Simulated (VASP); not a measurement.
# MnO2 (P-3m1) in VASP: further runs

The runs below take MnO2 through single point, with r2SCAN.

All numbers are computed with VASP 6.6.1; they aren't measurements. Logs are shortened: lines on timing, memory, paths and dates and some standing lists are left out, and cuts for length are marked.

### Step 1. Starting point

It takes space group P-3m1 (No. 164, trigonal). The conventional cell has a = 2.857 Å, b = 2.857 Å, c = 4.601 Å, α = 90.00°, β = 90.00°, γ = 120.00°. Around Mn (site symmetry -3m) lie 6 O at 1.90 Å. O (site symmetry 3m) is surrounded by 3 Mn at 1.90 Å.

Measurements of this composition are mostly on another form, of space group No. 136.

### Step 2. Single point, r2SCAN, collinear spin, ferromagnetic start

INCAR

```
SYSTEM = MnO2
PREC = Accurate ; ENCUT = 400
EDIFF = 1E-6 ; ISMEAR = 0
SIGMA = 0.05 ; LREAL = .FALSE.
LASPH = .TRUE. ; NELM = 100
ALGO = Normal ; ISIF = 2
LWAVE = .FALSE. ; LCHARG = .FALSE.
ISPIN = 2 ; MAGMOM = 4 0 0
LORBIT = 11 ; LMAXMIX = 4
METAGGA = R2SCAN ; LMIXTAU = .TRUE.
ADDGRID = .FALSE.
```

KPOINTS

```
Automatic mesh
0
G
  9 9 5
  0 0 0
```

POSCAR

```
MnO2
1.0
    2.8565781804      0.0000000000      0.0000000000
   -1.4282890902      2.4738692722      0.0000000000
    0.0000000000      0.0000000000      4.6013740589
Mn O
1 2
Direct
    0.0186700000     -0.0033200000      0.4886240000
    0.3165570000      0.6444560000      0.7182440000
    0.6490790000      0.3390650000      0.3129550000
```

Potentials or basis: VASP PAW PBE potentials, release 64 (Mn_pv, O).

The run is started by

```console
> cat potpaw_PBE.64/Mn_pv/POTCAR potpaw_PBE.64/O/POTCAR > POTCAR
> mpirun -np 1 vasp_std > vasp.out
```

OUTCAR:

```text
SYSTEM = MnO2
   PREC = Accurate
   ENCUT = 400
   EDIFF = 1E-6
   ISMEAR = 0
   LREAL = .FALSE.
   LASPH = .TRUE.
   NELM = 100
   ISIF = 2
   ISPIN = 2
   LORBIT = 11
   METAGGA = R2SCAN

 Found    203 irreducible k-points:

 Following reciprocal coordinates:
            Coordinates               Weight
  0.000000  0.000000  0.000000      1.000000
  0.111111  0.000000  0.000000      2.000000
  0.000000  0.111111  0.000000      2.000000
 -0.111111  0.111111  0.000000      2.000000
  0.222222  0.000000  0.000000      2.000000
  0.000000  0.222222  0.000000      2.000000
   k-points           NKPTS =    203   k-points in BZ     NKDIM =    203   number of bands    NBANDS=     18
   number of dos      NEDOS =    301   number of ions     NIONS =      3
   total plane-waves  NPLWV =  12000
   dimension x,y,z NGX =    20 NGY =   20 NGZ =   30
   dimension x,y,z NGXF=    40 NGYF=   40 NGZF=   60
   ions per type =               1   2
   NGX,Y,Z   is equivalent  to a cutoff of  11.64, 11.64, 10.84 a.u.
   NGXF,Y,Z  is equivalent  to a cutoff of  23.28, 23.28, 21.68 a.u.
 SYSTEM =  MnO2
   PREC   = accura    normal or accurate (medium, high low for compatibility)
   ISTART =      0    job   : 0-new  1-cont  2-samecut
   ICHARG =      2    charge: 1-file 2-atom 10-const
   ISPIN  =      2    spin polarized calculation?
   LNONCOLLINEAR =      F non collinear calculations
   LSORBIT =      F    spin-orbit coupling
   LASPH  =      T    aspherical Exc in radial PAW
   ENCUT  =  400.0 eV  29.40 Ry    5.42 a.u.   4.66  4.66  7.50*2*pi/ulx,y,z
   NELM   =    100;   NELMIN=  2; NELMDL= -5     # of ELM steps
   EDIFF  = 0.1E-05   stopping-criterion for ELM
   LREAL  =      F    real-space projection
   EDIFFG = 0.1E-04   stopping-criterion for IOM
   NSW    =      0    number of steps for IOM
   IBRION =     -1    ionic relax: 0-MD 1-quasi-New 2-CG
   NFREE  =      0    steps in history (QN), initial steepest desc. (CG)
   ISIF   =      2    stress and relaxation
   ISYM   =      2    0-nonsym 1-usesym 2-fastsym
   POTIM  = 0.5000    time-step for ionic-motion
   TEBEG  =    0.0;   TEEND  =   0.0 temperature during run
   PSTRESS=    0.0 pullay stress
   NELECT =      25.0000    total number of electrons
   NUPDOWN=      -1.0000    fix difference up-down
   EMIN   =  10.00;   EMAX   =-10.00  energy-range for DOS
   EFERMI =   0.00;   METHOD = LEGACY
   ISMEAR =     0;   SIGMA  =   0.05  broadening in eV -4-tet -1-fermi 0-gaus
   EFERMI_NEDOS =   21; number of points for ismear=-14 and -15
   IALGO  =     38    algorithm
   IMIX   =      4    mixing-type and parameters
     AMIX     =   0.40;   BMIX     =  1.00
     AMIX_MAG =   1.60;   BMIX_MAG =  1.00
  volume/ion in A,a.u.               =      10.84        73.15
  Fermi-wavevector in a.u.,A,eV,Ry     =   1.499747  2.834111 30.602787  2.249241
  Thomas-Fermi vector in A             =   2.611337
   LORBIT       =     11    0 simple, 1 ext, 2 COOP (PROOUT), +10 PAW based schemes
   METAGGA = R2SCAN    functional components
   LHFCALC =     F    Hartree Fock is set to
   AEXX    =    0.0000 exact exchange contribution
   IVDW    =     0    specifies the selected vdW correction
   LEPSILON=     F    determine dielectric tensor
   LRPA    =     F    only Hartree local field effects (RPA)
 spin polarized calculation
 Gauss-broadening in eV      SIGMA  =   0.05
  energy-cutoff  :      400.00
  volume of cell :       32.52
 maximum number of plane-waves:       600
   NGX =  9   NGY =  9   NGZ = 15

 number of electron      25.0000006 magnetization       3.0000260

 Free energy of the ion-electron system (eV)
  ---------------------------------------------------
  ext. energy  EPLUGINS =         0.00000000
  ---------------------------------------------------
  free energy    TOTEN  =       -32.23336244 eV

  energy without entropy =      -32.23336244  energy(sigma->0) =      -32.23336244

 E-fermi :   3.0130     XC(G=0): -11.5344

 val. band max:        2.6553478302   @ k =   0.1111  -0.1111   0.4000
 cond. band min:       4.4222106183   @ k =   0.0000  -0.1111   0.4000
 fundamental gap:      1.7668627881
 Fermi energy:         3.0129839563

 spin component 1

 k-point     1 :       0.0000    0.0000    0.0000
  band No.  band energies     occupation
      1     -49.6765      1.00000
      2     -49.6641      1.00000
      3     -49.6564      1.00000
      4     -17.9855      1.00000
      5     -15.3344      1.00000
      6      -3.8464      1.00000
      7      -3.6593      1.00000
      8      -3.5166      1.00000
      9      -0.3443      1.00000
     10      -0.1745      1.00000
     11       1.5859      1.00000
     12       1.7127      1.00000
     13       1.9540      1.00000
     14       2.2408      1.00000
     15       5.8588      0.00000
     16       6.3053      0.00000
     17      10.5449      0.00000
     18      14.2008      0.00000

[... 135 lines left out ...]
      4     -17.6961      1.00000
      5     -15.3334      1.00000
      6      -2.7928      1.00000
      7      -2.5087      1.00000
      8      -2.3219      1.00000
      9       0.8877      1.00000
     10       1.1753      1.00000
     11       1.9700      1.00000
     12       4.6091      0.00000
     13       4.9379      0.00000
     14       6.1259      0.00000
     15       7.3542      0.00000
     16       7.6455      0.00000
     17      11.6234      0.00000
     18      15.4846      0.00000

 k-point     3 :       0.0000    0.1111    0.0000
  band No.  band energies     occupation
      1     -45.7137      1.00000
      2     -45.5736      1.00000
      3     -45.3737      1.00000
      4     -17.6957      1.00000
      5     -15.3351      1.00000
      6      -2.7894      1.00000
      7      -2.5028      1.00000
      8      -2.3375      1.00000
      9       0.6903      1.00000
     10       1.4551      1.00000
     11       1.9295      1.00000
     12       4.4578      0.00000
     13       5.0717      0.00000
     14       6.1340      0.00000
     15       7.3487      0.00000
     16       7.6309      0.00000
     17      11.6288      0.00000
     18      15.4813      0.00000

 k-point     4 :      -0.1111    0.1111    0.0000
  band No.  band energies     occupation
      1     -45.6984      1.00000
      2     -45.5872      1.00000
      3     -45.3739      1.00000
      4     -17.7030      1.00000
      5     -15.3290      1.00000
      6      -2.7045      1.00000
      7      -2.6298      1.00000
      8      -2.3898      1.00000
      9       0.7975      1.00000
     10       1.4078      1.00000
     11       1.9358      1.00000
     12       4.5578      0.00000
     13       4.9361      0.00000
     14       6.1391      0.00000
     15       7.3041      0.00000
     16       7.7864      0.00000
     17      11.6107      0.00000
     18      15.4927      0.00000

 k-point     5 :       0.2222    0.0000    0.0000
  band No.  band energies     occupation
      1     -45.7729      1.00000
      2     -45.5904      1.00000
      3     -45.3632      1.00000
      4     -17.2975      1.00000
      5     -15.4213      1.00000
      6      -2.8177      1.00000
      7      -2.0982      1.00000
      8      -1.9781      1.00000
      9      -0.3720      1.00000
     10       0.6321      1.00000
     11       1.9686      1.00000
     12       4.7963      0.00000
     13       5.3059      0.00000
     14       5.9441      0.00000
     15       6.9442      0.00000
     16       7.3689      0.00000
     17      12.8551      0.00000
     18      16.8256      0.00000

 k-point     6 :       0.0000    0.2222    0.0000
  band No.  band energies     occupation
      1     -45.7691      1.00000
      2     -45.5947      1.00000
      3     -45.3625      1.00000
      4     -17.2956      1.00000
      5     -15.4271      1.00000
      6      -2.8085      1.00000
      7      -2.1448      1.00000
      8      -1.9743      1.00000
      9      -0.5018      1.00000
     10       0.8671      1.00000
     11       1.9336      1.00000
     12       4.6441      0.00000
     13       5.4706      0.00000
     14       5.9977      0.00000
     15       6.9207      0.00000
     16       7.3211      0.00000
     17      12.8584      0.00000
     18      16.8216      0.00000

 [... further k-points ...]

------------------------ aborting loop because EDIFF is reached ----------------------------------------

  FORCE on cell =-STRESS in cart. coord.  units (eV):
  Direction    XX          YY          ZZ          XY          YZ          ZX
  --------------------------------------------------------------------------------------
  -------------------------------------------------------------------------------------
  Total        0.1917949      0.4868350     -0.6262466      1.0350687      0.7840003     -1.2475050
  in kB        9.4501160     23.9873350    -30.8564220     50.9999037     38.6292601    -61.4670653
  external PRESSURE =       0.8603430 kB  Pullay stress =       0.0000000 kB

 VOLUME and BASIS-vectors are now :
 -----------------------------------------------------------------------------
  energy-cutoff  :      400.00
  volume of cell :       32.52
      direct lattice vectors                 reciprocal lattice vectors
     2.856578180  0.000000000  0.000000000     0.350069187  0.202112539  0.000000000
    -1.428289090  2.473869272  0.000000000     0.000000000  0.404225078  0.000000000
     0.000000000  0.000000000  4.601374059     0.000000000  0.000000000  0.217326387

 POSITION                                       TOTAL-FORCE (eV/Angst)
 -----------------------------------------------------------------------------------
     -1.37021      2.46566      2.24834        -1.793314     -0.169872      3.777270
     -0.01620      1.59430      3.30491         0.101607      0.498299     -1.256289
      1.36986      0.83880      1.44002         1.691707     -0.328427     -2.520981
 -----------------------------------------------------------------------------------
    total drift:                               -0.013156     -0.003488      0.003932

  FREE ENERGIE OF THE ION-ELECTRON SYSTEM (eV)
  ---------------------------------------------------
  free  energy   TOTEN  =       -32.2333624371 eV

  energy  without entropy=      -32.2333624371  energy(sigma->0) =      -32.23336244

 total charge

# of ion       s       p       d       tot
------------------------------------------
    1        0.394   6.484   4.906  11.785
    2        1.615   3.412   0.000   5.027
    3        1.611   3.530   0.000   5.141
--------------------------------------------------
tot          3.620  13.427   4.906  21.953

 magnetization (x)

# of ion       s       p       d       tot
------------------------------------------
    1        0.029   0.040   2.831   2.899
    2        0.005  -0.028   0.000  -0.023
    3        0.004   0.058   0.000   0.062
--------------------------------------------------
tot          0.037   0.070   2.831   2.938
```

It took 5 min on 1 thread of Intel Xeon 6975P-C (Granite Rapids), shared host; peak memory 0.24 GiB.

The run converged, but some of its settings lie outside the range that counts as converged, so its numbers aren't taken as properties of the crystal.

What came out:

```
Free energy                                           : -32.2334 eV
Largest force                                         : 4.185 eV/Å
Band gap on the k mesh                                : 1.77 eV, indirect (least direct gap 1.79 eV)
Net moment                                            : 3.00 μB per cell
Site moments                                          : Mn +2.90; O -0.02, +0.06 μB
Valence electrons inside the program's atomic spheres : Mn 11.79; O 5.03, 5.14
```

Caveat: the cutoff is under 1.25 times the usual one of these potentials, so pressure, stress and relaxed cells hold a basis-set (Pulay) error; the PAW data sets were made with another functional, which shifts forces and pressure a little; an odd mesh through Γ misses points on the zone boundary, where band edges often lie; a cell with one magnetic atom can't hold antiferromagnetic order, which such compounds often take.

### Step 3. Single point, r2SCAN, collinear spin, ferromagnetic start

Edit INCAR of step 2 so:

```diff
@@ -1,3 +1,3 @@
 SYSTEM = MnO2
-PREC = Accurate ; ENCUT = 400
+PREC = Accurate ; ENCUT = 460
 EDIFF = 1E-6 ; ISMEAR = 0
```

KPOINTS is that of step 2.

POSCAR

```
MnO2
1.0
    2.8565781804      0.0000000000      0.0000000000
   -1.4282890902      2.4738692722      0.0000000000
    0.0000000000      0.0000000000      4.6013740589
Mn O
1 2
Direct
    0.0000000000      0.0000000000      0.5000000000
    0.3333333333      0.6666666667      0.7062925700
    0.6666666667      0.3333333333      0.2937074300
```

Potentials or basis: VASP PAW PBE potentials, release 64 (Mn_pv, O).

The run is started by

```console
> cat potpaw_PBE.64/Mn_pv/POTCAR potpaw_PBE.64/O/POTCAR > POTCAR
> mpirun -np 1 vasp_std > vasp.out
```

It took 73 s on 1 thread of Intel Xeon 6975P-C (Granite Rapids), shared host; peak memory 0.17 GiB.

The run converged, but some of its settings lie outside the range that counts as converged, so its numbers aren't taken as properties of the crystal.

Results:

```
Free energy                                           : -32.5398 eV
Pressure                                              : -0.8 GPa
Largest force                                         : 0.007 eV/Å
Band gap on the k mesh                                : 1.89 eV, indirect (least direct gap 2.00 eV)
Net moment                                            : 3.00 μB per cell
Site moments                                          : Mn +2.93; O +0.01 μB
Valence electrons inside the program's atomic spheres : Mn 11.71; O 5.04
```

Caveat: the cutoff is under 1.25 times the usual one of these potentials, so pressure, stress and relaxed cells hold a basis-set (Pulay) error; the PAW data sets were made with another functional, which shifts forces and pressure a little; an odd mesh through Γ misses points on the zone boundary, where band edges often lie; a cell with one magnetic atom can't hold antiferromagnetic order, which such compounds often take.

### Step 4. Single point, r2SCAN, collinear spin, ferromagnetic start

INCAR is that of step 3.

KPOINTS is that of step 3.

POSCAR

```
MnO2
1.0
    2.8565781804      0.0000000000      0.0000000000
   -1.4282890902      2.4738692722      0.0000000000
    0.0000000000      0.0000000000      4.6013740589
Mn O
1 2
Direct
    0.0186700000     -0.0033200000      0.4886240000
    0.3165570000      0.6444560000      0.7182440000
    0.6490790000      0.3390650000      0.3129550000
```

The run is started by

```console
> cat potpaw_PBE.64/Mn_pv/POTCAR potpaw_PBE.64/O/POTCAR > POTCAR
> mpirun -np 1 vasp_std > vasp.out
```

Run time: 4.9 min. Hardware: 1 thread of Intel Xeon 6975P-C (Granite Rapids), shared host; peak memory 0.27 GiB.

These settings aren't checked as converged: the numbers below hold their error.

Results:

- Free energy: -32.1934 eV
- Pressure: 5.3 GPa
- Largest force: 4.182 eV/Å
- Band gap on the k mesh: 1.76 eV, indirect (least direct gap 1.79 eV)
- Net moment: 3.00 μB per cell
- Site moments: Mn +2.90; O -0.02, +0.06 μB
- Valence electrons inside the program's atomic spheres: Mn 11.79; O 5.00, 5.11

Caveat: the cutoff is under 1.25 times the usual one of these potentials, so pressure, stress and relaxed cells hold a basis-set (Pulay) error; the PAW data sets were made with another functional, which shifts forces and pressure a little; an odd mesh through Γ misses points on the zone boundary, where band edges often lie; a cell with one magnetic atom can't hold antiferromagnetic order, which such compounds often take.

### Step 5. Single point, r2SCAN, collinear spin, ferromagnetic start

Edit INCAR of step 4 so:

```diff
@@ -1,3 +1,3 @@
 SYSTEM = MnO2
-PREC = Accurate ; ENCUT = 460
+PREC = Accurate ; ENCUT = 650
 EDIFF = 1E-6 ; ISMEAR = 0
```

KPOINTS

```
Automatic mesh
0
G
  8 8 4
  0 0 0
```

POSCAR

```
MnO2
1.0
    2.8565781804      0.0000000000      0.0000000000
   -1.4282890902      2.4738692722      0.0000000000
    0.0000000000      0.0000000000      4.6013740589
Mn O
1 2
Direct
    0.0000000000      0.0000000000      0.5000000000
    0.3333333333      0.6666666667      0.7062925700
    0.6666666667      0.3333333333      0.2937074300
```

The run is started by

```console
> cat potpaw_PBE.64/Mn_pv/POTCAR potpaw_PBE.64/O/POTCAR > POTCAR
> mpirun -np 1 vasp_std > vasp.out
```

It took 70 s on 1 thread of Intel Xeon 6975P-C (Granite Rapids), shared host; peak memory 0.21 GiB.

These settings aren't checked as converged: the numbers below hold their error.

Results:

| Quantity | Value |
| --- | --- |
| Free energy | -32.5415 eV |
| Pressure | 0.0 GPa |
| Band gap on the k mesh | 1.88 eV, indirect (least direct gap 1.98 eV) |
| Net moment | 3.00 μB per cell |
| Site moments | Mn +2.93; O +0.01 μB |
| Valence electrons inside the program's atomic spheres | Mn 11.71; O 5.03 |

Caveat: the PAW data sets were made with another functional, which shifts forces and pressure a little; a cell with one magnetic atom can't hold antiferromagnetic order, which such compounds often take.

### Step 6. Single point, r2SCAN, collinear spin, ferromagnetic start

INCAR is that of step 5.

KPOINTS is that of step 5.

POSCAR

```
MnO2
1.0
    2.8565781804      0.0000000000      0.0000000000
   -1.4282890902      2.4738692722      0.0000000000
    0.0000000000      0.0000000000      4.6013740589
Mn O
1 2
Direct
    0.0186700000     -0.0033200000      0.4886240000
    0.3165570000      0.6444560000      0.7182440000
    0.6490790000      0.3390650000      0.3129550000
```

Potentials or basis: VASP PAW PBE potentials, release 64 (Mn_pv, O).

The run is started by

```console
> cat potpaw_PBE.64/Mn_pv/POTCAR potpaw_PBE.64/O/POTCAR > POTCAR
> mpirun -np 1 vasp_std > vasp.out
```

Wall time 4.2 min (1 thread of Intel Xeon 6975P-C (Granite Rapids), shared host); peak memory 0.3 GiB.

These settings aren't checked as converged: the numbers below hold their error.

Results:

```
Free energy                                           : -32.1958 eV
Pressure                                              : 6.0 GPa
Largest force                                         : 4.163 eV/Å
Band gap on the k mesh                                : 1.77 eV, indirect (least direct gap 1.79 eV)
Net moment                                            : 3.00 μB per cell
Site moments                                          : Mn +2.90; O -0.02, +0.06 μB
Valence electrons inside the program's atomic spheres : Mn 11.79; O 4.99, 5.10
```

Caveat: the PAW data sets were made with another functional, which shifts forces and pressure a little; a cell with one magnetic atom can't hold antiferromagnetic order, which such compounds often take.
